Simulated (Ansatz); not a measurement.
(101) slab of 8 planes, 6.9 Å thick with 15 Å of vacuum as cut, in a 1×2 surface cell; outer planes C (top) and C (bottom), cut from C, relaxed from the bulk's places with the lower part held:

```yaml
crystal:
  lattice:
    - [2.45881, 0.00000, 0.00000]
    - [-2.45881, 17.56973, 0.00000]
    - [0.00000, 0.00000, 21.88631]
  atoms:
    - { symbol: C, position: [0.03917, 0.03917, 0.34268] }
    - { symbol: C, position: [0.03917, 0.53917, 0.34268] }
    - { symbol: C, position: [0.54896, 0.04896, 0.37414] }
    - { symbol: C, position: [0.54896, 0.54896, 0.37414] }
    - { symbol: C, position: [0.56855, 0.06855, 0.43707] }
    - { symbol: C, position: [0.56855, 0.56855, 0.43707] }
    - { symbol: C, position: [0.07831, 0.07831, 0.46817] }
    - { symbol: C, position: [0.07831, 0.57831, 0.46817] }
    - { symbol: C, position: [0.09839, 0.09838, 0.53177] }
    - { symbol: C, position: [0.09839, 0.59838, 0.53177] }
    - { symbol: C, position: [0.60811, 0.10810, 0.56244] }
    - { symbol: C, position: [0.60811, 0.60810, 0.56244] }
    - { symbol: C, position: [0.62884, 0.12884, 0.62778] }
    - { symbol: C, position: [0.62884, 0.62884, 0.62778] }
    - { symbol: C, position: [0.13743, 0.13743, 0.65482] }
    - { symbol: C, position: [0.13743, 0.63743, 0.65482] }
```

These are results of DFT PBEsol, scalar-relativistic, plane waves, PAW (Ansatz), not measurements. Settings: cutoff 420 eV, Γ-centred mesh 14×2×1 on the computed 16-atom cell, Gaussian smearing of 0.10 eV; no spin polarisation. A dipole correction removes the field between periodic images along c.

Question: Its upper atoms are moved at random (σ = 0.25 Å) and relaxed again, 2 time(s). Does the surface find a lower structure?

Answer: No: the random starts end within 0.000 eV of the symmetric one.

The reference crystal is a form of C, which isn't its usual structure.

Cost: 3 runs of about 69 core-minutes in all, on Intel Xeon Processor @ 2.50GHz (Skylake/Cascade Lake) (shared hosts).